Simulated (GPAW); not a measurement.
# CoO (I4/mmm) in GPAW: a series of runs

The runs below take CoO through relaxation of cell and atoms, with PBEsol+D4, PBE.

All numbers are computed with GPAW 26.7.0; they aren't measurements. Logs are shortened: lines on timing, memory, paths and dates and some standing lists are left out, and cuts for length are marked. The log counts tension as positive stress, the text compression.

## (1) Starting point

Symmetry: I4/mmm, No. 139, tetragonal system. Conventional cell: a = 3.016 Å, b = 3.016 Å, c = 4.215 Å, α = 90.00°, β = 90.00°, γ = 90.00°. Co (site symmetry 4/mmm) has 6 O at 2.11 to 2.13 Å as nearest neighbours. O (site symmetry 4/mmm) is surrounded by 6 Co at 2.11 to 2.13 Å.

## (2) Relaxation of cell and atoms, PBEsol+D4, collinear spin, ferromagnetic start

Input file run.py:

```python
from ase import Atoms
from ase.calculators.mixing import SumCalculator
from ase.filters import FrechetCellFilter
from ase.io import write
from ase.optimize import BFGS
from dftd4.ase import DFTD4
from gpaw import GPAW, PW, setup_paths

setup_paths.insert(0, '.')

atoms = Atoms(['Co', 'O'],
              cell=[[-1.50800044, 1.50800044, 2.10725036],
                    [1.50800044, -1.50800044, 2.10725036],
                    [1.50800044, 1.50800044, -2.10725036]],
              scaled_positions=[[0.0, 0.0, 0.0],
                                [0.5, 0.5, 0.0]],
              pbc=True)
atoms.set_initial_magnetic_moments([2.0, 0.0])

calc = GPAW(mode=PW(800),
            xc='PBEsol',
            kpts={'size': (9, 9, 9), 'gamma': True},
            occupations={'name': 'fermi-dirac', 'width': 0.05},
            nbands=17,
            convergence={'density': 1e-05, 'forces': 0.0001},
            maxiter=150,
            txt='gpaw.txt')
atoms.calc = SumCalculator([calc, DFTD4(method='pbesol')])
opt = BFGS(FrechetCellFilter(atoms), trajectory='relax.traj', logfile='-')
done = opt.run(fmax=0.02, steps=60)
calc.write('gs.gpw')
write('result.traj', atoms)
print('Converged:', done)
print('Cell:', atoms.cell.cellpar().round(4))
print('Volume:', round(atoms.get_volume(), 4))
print(atoms.get_scaled_positions().round(5))
```

Potentials or basis: PAW data sets generated in the run's folder for this functional, pw.

Started as:

```sh
> gpaw-setup -f PBEsol Co O
> OMP_NUM_THREADS=1 python run.py
```

gpaw.txt:

```text
__  _  _
 | _ |_)|_||  |
 |__||  | ||/\| - 26.7.0

Input parameters:
  mode=PW(ecut=800.0),
  convergence={'density': 1e-05, 'forces': 0.0001},
  kpts=MonkhorstPack(size=(9, 9, 9), gamma=True),
  maxiter=150,
  nbands=17,
  occupations=Occupations(name='fermi-dirac', width=0.05),
  xc=XC(name='PBEsol')

Diagonalizing LCAO Hamiltonian
Converting LCAO to pw mode

       O

       Co

Atoms  # Å, Bohr magnetons
|   | symbol |        x |        y |        z |    initial magnetic moments |
|---|--------|----------|----------|----------|-----------------------------|
| 0 |     Co | 0.000000 | 0.000000 | 0.000000 | ( 0.0000,  0.0000,  2.0000) |
| 1 |      O | 0.000000 | 0.000000 | 2.107250 | ( 0.0000,  0.0000,  0.0000) |

Unit cell  # Å
| periodic |         x |         y |         z |  lengths |     angles |
|----------|-----------|-----------|-----------|----------|------------|
|      yes | -1.508000 |  1.508000 |  2.107250 | 2.998105 | 119.604700 |
|      yes |  1.508000 | -1.508000 |  2.107250 | 2.998105 | 119.604700 |
|      yes |  1.508000 |  1.508000 | -2.107250 | 2.998105 |  90.686055 |

Number of symmetries: 16
Symmetry operations  # r_c * U_cc + t_c -> r_c
|    | kind |            matrix            |
|----|------|------------------------------|
|  0 |  σ   |  1, 1, 1,  0, 0,-1,  0,-1, 0 |
|  1 |  C4  |  1, 1, 1,  0, 0,-1, -1, 0, 0 |
|  2 |  E   |  1, 0, 0,  0, 1, 0,  0, 0, 1 |
|  3 |  σ   |  1, 0, 0,  0, 1, 0, -1,-1,-1 |
|  4 |  σ   |  0, 1, 0,  1, 0, 0,  0, 0, 1 |
|  5 |  C2  |  0, 1, 0,  1, 0, 0, -1,-1,-1 |
|  6 |  C2  |  0, 0, 1, -1,-1,-1,  1, 0, 0 |
|  7 |  S4  |  0, 0, 1, -1,-1,-1,  0, 1, 0 |
|  8 |  C4  |  0, 0,-1,  1, 1, 1,  0,-1, 0 |
|  9 |  σ   |  0, 0,-1,  1, 1, 1, -1, 0, 0 |
| 10 |  σ   |  0,-1, 0, -1, 0, 0,  1, 1, 1 |
| 11 |  C2  |  0,-1, 0, -1, 0, 0,  0, 0,-1 |
| 12 |  C2  | -1, 0, 0,  0,-1, 0,  1, 1, 1 |
| 13 |  i   | -1, 0, 0,  0,-1, 0,  0, 0,-1 |
| 14 |  S4  | -1,-1,-1,  0, 0, 1,  1, 0, 0 |
| 15 |  C2  | -1,-1,-1,  0, 0, 1,  0, 1, 0 |

BZ-sampling:
  Number of BZ points: 729
  Number of IBZ points: 75

  Monkhorst-Pack size: [9, 9, 9]
  Monkhorst-Pack shift: [0, 0, 0]

K-points  # in reciprocal-cell coordinates
|     |                                coordinates |     weight |
|-----|--------------------------------------------|------------|
|   0 | (  0.00000000,   0.00000000,   0.00000000) | 0.00137174 |
|   1 | (  0.11111111,  -0.11111111,   0.00000000) | 0.00548697 |
|   2 | (  0.11111111,  -0.11111111,   0.11111111) | 0.00548697 |
|   3 | (  0.11111111,   0.00000000,   0.00000000) | 0.01097394 |
|   4 | (  0.11111111,   0.11111111,  -0.11111111) | 0.00274348 |
|   5 | (  0.22222222,  -0.22222222,   0.00000000) | 0.00548697 |
|   6 | (  0.22222222,  -0.22222222,   0.11111111) | 0.01097394 |
|   7 | (  0.22222222,  -0.22222222,   0.22222222) | 0.00548697 |
|   8 | (  0.22222222,  -0.11111111,   0.00000000) | 0.02194787 |
|   9 | (  0.22222222,  -0.11111111,   0.11111111) | 0.01097394 |
| ... |                                            |            |
[... 164 lines left out ...]
|          5 |         5.507 |     1.000 |         7.654 |     1.000 |
[... 9 lines left out ...]
|         15 |        29.888 |     0.000 |        30.868 |     0.000 |
|         16 |        30.335 |     0.000 |        31.323 |     0.000 |

No gap
No difference between direct/indirect transitions

Stress tensor  # eV/Ang^3
|        x |         y |         z |
|----------|-----------|-----------|
| 0.053659 |  0.000000 |  0.000000 |
| 0.000000 |  0.053659 | -0.000000 |
| 0.000000 | -0.000000 |  0.051598 |

Forces  # eV/Ang
|       x |       y |        z |
|---------|---------|----------|
| 0.00000 | 0.00000 | -0.00000 |  # Co   0
| 0.00000 | 0.00000 |  0.00000 |  # O    1

Diagonalizing LCAO Hamiltonian
Converting LCAO to pw mode

       O

       Co

Atoms  # Å, Bohr magnetons
|   | symbol |         x |         y |         z |    initial magnetic moments |
|---|--------|-----------|-----------|-----------|-----------------------------|
| 0 |     Co | -0.000000 | -0.000000 | -0.000000 | ( 0.0000,  0.0000,  2.5106) |
| 1 |      O | -0.000002 | -0.000002 |  2.098119 | ( 0.0000,  0.0000,  0.2413) |
[... 150 lines left out ...]
SCF iterations
|iter     | |      energy | eigst |  dens |force |  magmom |
|---------|-|-------------|-------|-------|------|---------|
|iter:   1| |  -15.795650 | +0.02 |       |      |  +2.7542|
|iter:   2| |  -15.626858 | -2.08 | -0.89 |      |  +2.7663|
|iter:   3| |  -15.326101 | -1.99 | -0.93 |      |  +2.8578|
|iter:   4| |  -15.359164 | -3.23 | -1.45 |      |  +2.8272|
|iter:   5| |  -15.373861 | -3.22 | -1.67 |      |  +2.8336|
|iter:   6| |  -15.379812 | -3.77 | -1.98 |      |  +2.8259|
|iter:   7| |  -15.380514c| -4.35 | -2.38 |      |  +2.8490|
|iter:   8| |  -15.380622c| -4.72 | -2.69 |      |  +2.8756|
|iter:   9| |  -15.380666c| -6.22 | -3.22 |      |  +2.8795|
|iter:  10| |  -15.380672c| -7.34 | -3.89 |      |  +2.8805|
|iter:  11| |  -15.380673c| -7.75c| -4.34 |      |  +2.8805|
|iter:  12| |  -15.380674c| -8.16c| -4.88 |      |  +2.8806|
|iter:  13| |  -15.380674c| -8.98c| -5.59c|      |  +2.8806|
|iter:  14| |  -15.380674c|-10.03c| -6.16c|-23.27c|  +2.8806|

Converged in 14 steps
Energy contributions relative to reference atoms: (reference = -39902.827428)

Energy contributions:
  Kinetic:          25.473616
  Coulomb:         -22.348853
  Zero:              0.111345
  External:          0.000000
  Xc:              -18.600574
  Entropy:          -0.032418
  Spinorbit:         0.000000
  ----------------------------
  Free energy:     -15.396883
  Extrapolated:    -15.380674
[... 20 lines left out ...]
|          5 |         5.715 |     1.000 |         7.822 |     1.000 |
[... 9 lines left out ...]
|         15 |        30.328 |     0.000 |        31.302 |     0.000 |
|         16 |        30.777 |     0.000 |        31.757 |     0.000 |

No gap
No difference between direct/indirect transitions

Stress tensor  # eV/Ang^3
|         x |         y |        z |
|-----------|-----------|----------|
|  0.041001 | -0.000002 | 0.000001 |
| -0.000002 |  0.041001 | 0.000001 |
|  0.000001 |  0.000001 | 0.038688 |

Forces  # eV/Ang
|        x |       y |       z |
|----------|---------|---------|
|  0.00000 | 0.00000 | 0.00000 |  # Co   0
| -0.00000 | 0.00000 | 0.00000 |  # O    1

Interpolating wave functions to new cell

       O

       Co

Atoms  # Å, Bohr magnetons
|   | symbol |         x |         y |         z |    initial magnetic moments |
|---|--------|-----------|-----------|-----------|-----------------------------|
| 0 |     Co | -0.000000 | -0.000000 | -0.000000 | ( 0.0000,  0.0000,  2.4818) |
| 1 |      O | -0.000011 | -0.000011 |  2.062928 | ( 0.0000,  0.0000,  0.2345) |
[... 216 lines left out ...]
Stress tensor  # eV/Ang^3
|         x |         y |         z |
|-----------|-----------|-----------|
| -0.016465 | -0.000004 |  0.000004 |
| -0.000004 | -0.016465 |  0.000004 |
|  0.000004 |  0.000004 | -0.024953 |

Forces  # eV/Ang
|        x |       y |       z |
|----------|---------|---------|
| -0.00000 | 0.00000 | 0.00000 |  # Co   0
|  0.00000 | 0.00000 | 0.00000 |  # O    1

Interpolating wave functions to new cell

       O

       Co

Atoms  # Å, Bohr magnetons
|   | symbol |         x |         y |         z |    initial magnetic moments |
|---|--------|-----------|-----------|-----------|-----------------------------|
| 0 |     Co | -0.000000 | -0.000000 | -0.000000 | ( 0.0000,  0.0000,  2.3761) |
| 1 |      O | -0.000012 | -0.000012 |  2.066961 | ( 0.0000,  0.0000,  0.2147) |
[... 214 lines left out ...]
Stress tensor  # eV/Ang^3
|         x |         y |         z |
|-----------|-----------|-----------|
| -0.010047 | -0.000004 |  0.000004 |
| -0.000004 | -0.010047 |  0.000004 |
|  0.000004 |  0.000004 | -0.017547 |

Forces  # eV/Ang
|       x |        y |        z |
|---------|----------|----------|
| 0.00000 | -0.00000 |  0.00000 |  # Co   0
| 0.00000 | -0.00000 | -0.00000 |  # O    1

Interpolating wave functions to new cell

       O

       Co

Atoms  # Å, Bohr magnetons
|   | symbol |         x |         y |         z |    initial magnetic moments |
|---|--------|-----------|-----------|-----------|-----------------------------|
| 0 |     Co | -0.000000 | -0.000000 | -0.000000 | ( 0.0000,  0.0000,  2.3829) |
| 1 |      O | -0.000014 | -0.000014 |  2.067500 | ( 0.0000,  0.0000,  0.2153) |
[... 213 lines left out ...]
Stress tensor  # eV/Ang^3
|         x |         y |         z |
|-----------|-----------|-----------|
| -0.010405 | -0.000004 |  0.000004 |
| -0.000004 | -0.010405 |  0.000004 |
|  0.000004 |  0.000004 | -0.017585 |

Forces  # eV/Ang
|       x |        y |        z |
|---------|----------|----------|
| 0.00000 | -0.00000 |  0.00000 |  # Co   0
| 0.00000 |  0.00000 | -0.00000 |  # O    1

Interpolating wave functions to new cell

       O

       Co

Atoms  # Å, Bohr magnetons
|   | symbol |         x |         y |        z |    initial magnetic moments |
|---|--------|-----------|-----------|----------|-----------------------------|
| 0 |     Co | -0.000000 | -0.000000 | 0.000000 | ( 0.0000,  0.0000,  2.3825) |
| 1 |      O | -0.000058 | -0.000058 | 2.079980 | ( 0.0000,  0.0000,  0.2152) |

Unit cell  # Å
| periodic |         x |         y |         z |  lengths |     angles |
|----------|-----------|-----------|-----------|----------|------------|
|      yes | -1.471419 |  1.471304 |  2.079980 | 2.942129 | 119.988255 |
|      yes |  1.471304 | -1.471419 |  2.079980 | 2.942129 | 119.988255 |
|      yes |  1.471393 |  1.471393 | -2.080063 | 2.942219 |  90.023098 |

Number of symmetries: 4
Symmetry operations  # r_c * U_cc + t_c -> r_c
|   | kind |            matrix            |
|---|------|------------------------------|
| 0 |  E   |  1, 0, 0,  0, 1, 0,  0, 0, 1 |
| 1 |  σ   |  0, 1, 0,  1, 0, 0,  0, 0, 1 |
| 2 |  C2  |  0,-1, 0, -1, 0, 0,  0, 0,-1 |
| 3 |  i   | -1, 0, 0,  0,-1, 0,  0, 0,-1 |
[... 199 lines left out ...]
Stress tensor  # eV/Ang^3
|         x |         y |         z |
|-----------|-----------|-----------|
| -0.014370 | -0.000008 |  0.000017 |
| -0.000008 | -0.014370 |  0.000017 |
|  0.000017 |  0.000017 | -0.014605 |

Forces  # eV/Ang
|        x |        y |       z |
|----------|----------|---------|
| -0.00000 |  0.00000 | 0.00000 |  # Co   0
|  0.00000 | -0.00000 | 0.00000 |  # O    1

# Writing to gs.gpw (mode='')
```

It took 8.7 min on 1 thread of Arm Neoverse V2, shared host; peak memory 0.43 GiB.

What came out:

```yaml
Free_energy: -15.7396 eV
Relaxed_volume: 9.01 Å³/atom
Relaxed_cell: a = 2.942 Å, b = 2.942 Å, c = 2.942 Å, α = 119.99°, β = 119.99°, γ = 90.02°
Space_group_after_relaxing_to_0.05_Å: Fm-3m (No. 225)
Energy_gained_by_relaxing: 19.1 meV/atom
Ionic_steps: 6
Pressure_after_relaxing: 0.2 GPa
Band_gap_on_the_k_mesh: none (metal or under the smearing width)
Net_moment: 2.74 μB per cell
Site_moments: Co +2.38; O +0.21 μB
Dispersion_energy_per_atom: -0.166 eV
```

The path:
| step | energy change (eV) | largest force (eV/Å) | pressure (GPa) | volume (Å³) |
| --- | --- | --- | --- | --- |
| 1 | 0.0000 | 0.0000 | -10.37 | 19.17 |
| 2 | -0.0142 | 0.0000 | -8.37 | 18.92 |
| 3 | -0.0374 | 0.0000 | 0.96 | 17.95 |
| 4 | -0.0378 | 0.0000 | -0.10 | 18.04 |
| 5 | -0.0379 | 0.0000 | -0.06 | 18.04 |
| 6 | -0.0383 | 0.0000 | 0.19 | 18.01 |

Final structure:
```
CELL_PARAMETERS angstrom
-1.47142 1.47130 2.07998
1.47130 -1.47142 2.07998
1.47139 1.47139 -2.08006
ATOMIC_POSITIONS crystal
Co 0.00000 0.00000 0.00000
O 0.50000 0.50000 0.00000
```

Caveat: each step starts from the last one's moments, so a moment once lost doesn't come back; later steps reuse the first step's grids; a cell with one magnetic atom can't hold antiferromagnetic order, which such compounds often take; semilocal functionals often make such compounds metallic where correlation or magnetic order opens a gap, which also shifts bond lengths; pairwise dispersion overbinds metals, which lowers pressure and volume. With open d or f shells a metallic result of PBEsol can be an artefact of self-interaction; +U or a hybrid may open a gap.

## (3) Relaxation of cell and atoms, PBE, collinear spin, ferromagnetic start, target pressure 20 GPa, at which the enthalpy is minimised

Input file run.py:

```python
from ase.filters import FrechetCellFilter
from ase.io import read, write
from ase.optimize import BFGS
from ase.units import GPa
from gpaw import GPAW, PW

atoms = read('CoO.xyz')
atoms.set_initial_magnetic_moments([2.0, 0.0])

calc = GPAW(mode=PW(800),
            xc='PBE',
            kpts={'size': (9, 9, 9), 'gamma': True},
            occupations={'name': 'fermi-dirac', 'width': 0.05},
            nbands=17,
            convergence={'density': 1e-05, 'forces': 0.0001},
            maxiter=150,
            txt='gpaw.txt')
atoms.calc = calc
opt = BFGS(FrechetCellFilter(atoms, scalar_pressure=20 * GPa), trajectory='relax.traj', logfile='-')
done = opt.run(fmax=0.02, steps=60)
calc.write('gs.gpw')
write('result.traj', atoms)
print('Converged:', done)
print('Cell:', atoms.cell.cellpar().round(4))
print('Volume:', round(atoms.get_volume(), 4))
print(atoms.get_scaled_positions().round(5))
```

Input file CoO.xyz:

```xyz
2
Lattice="-1.5080004400 1.5080004400 2.1072503600 1.5080004400 -1.5080004400 2.1072503600 1.5080004400 1.5080004400 -2.1072503600" Properties=species:S:1:pos:R:3 pbc="T T T"
Co     0.0000000000      0.0000000000      0.0000000000
O      0.0000000000      0.0000000000      2.1072503600
```

Potentials or basis: GPAW PAW data sets (gpaw-data 1.2.1), pw.

Started as:

```sh
> OMP_NUM_THREADS=1 python run.py
```

Wall time 4.1 min (1 thread of Arm Neoverse V2, shared host); peak memory 0.33 GiB.

It converged, with:

| Property | Result |
| --- | --- |
| Free energy | -14.3816 eV |
| Relaxed volume | 8.73 Å³/atom |
| Relaxed cell | a = 2.912 Å, b = 2.912 Å, c = 2.912 Å, α = 119.97°, β = 119.97°, γ = 90.05° |
| Space group after relaxing (to 0.05 Å) | Fm-3m (No. 225) |
| Energy change on relaxing (the enthalpy is what falls) | +49.9 meV/atom |
| Ionic steps | 7 |
| Pressure after relaxing | 19.7 GPa |
| Band gap on the k mesh | none (metal or under the smearing width) |
| Net moment | 2.65 μB per cell |
| Site moments | Co +2.32; O +0.20 μB |

Stress tensor (GPa, compression positive):
```
19.66  0.00  0.00
 0.00 19.66  0.00
 0.00  0.00 19.81
```

The path:
| step | energy change (eV) | largest force (eV/Å) | pressure (GPa) | volume (Å³) |
| --- | --- | --- | --- | --- |
| 1 | 0.0000 | 0.0000 | 0.28 | 19.17 |
| 2 | 0.0080 | 0.0000 | 4.66 | 18.69 |
| 3 | 0.1289 | 0.0000 | 21.94 | 17.26 |
| 4 | 0.1086 | 0.0000 | 20.44 | 17.41 |
| 5 | 0.1020 | 0.0000 | 19.84 | 17.45 |
| 6 | 0.1011 | 0.0000 | 19.76 | 17.46 |
| 7 | 0.0999 | 0.0000 | 19.71 | 17.47 |

Final structure:
```cif
data_structure
_symmetry_space_group_name_H-M 'P 1'
_symmetry_Int_Tables_number 1
_cell_length_a 2.9120
_cell_length_b 2.9120
_cell_length_c 2.9120
_cell_angle_alpha 119.974
_cell_angle_beta 119.974
_cell_angle_gamma 90.045
_cell_volume 17.47
loop_
_atom_site_label
_atom_site_type_symbol
_atom_site_fract_x
_atom_site_fract_y
_atom_site_fract_z
_atom_site_occupancy
Co1 Co 0.00000 0.00000 0.00000 1
O1 O 0.50000 0.50000 0.00000 1
```

Levels at points of the mesh, in eV from the Fermi level:
Spin up:
```csv
k point,band 7,band 8,band 9,band 10,band 11,band 12
"(0.00, 0.00, 0.00)",-3.15,-3.15,-3.15,1.43,17.09,18.78
```
Spin down:
```csv
k point,band 4,band 5,band 6,band 7,band 8,band 9
"(0.00, 0.00, 0.00)",-3.23,-1.37,-1.37,-1.36,-0.12,-0.12
```

Caveat: each step starts from the last one's moments, so a moment once lost doesn't come back; later steps reuse the first step's grids; a cell with one magnetic atom can't hold antiferromagnetic order, which such compounds often take; semilocal functionals often make such compounds metallic where correlation or magnetic order opens a gap, which also shifts bond lengths.

[end of part 1 of 2]
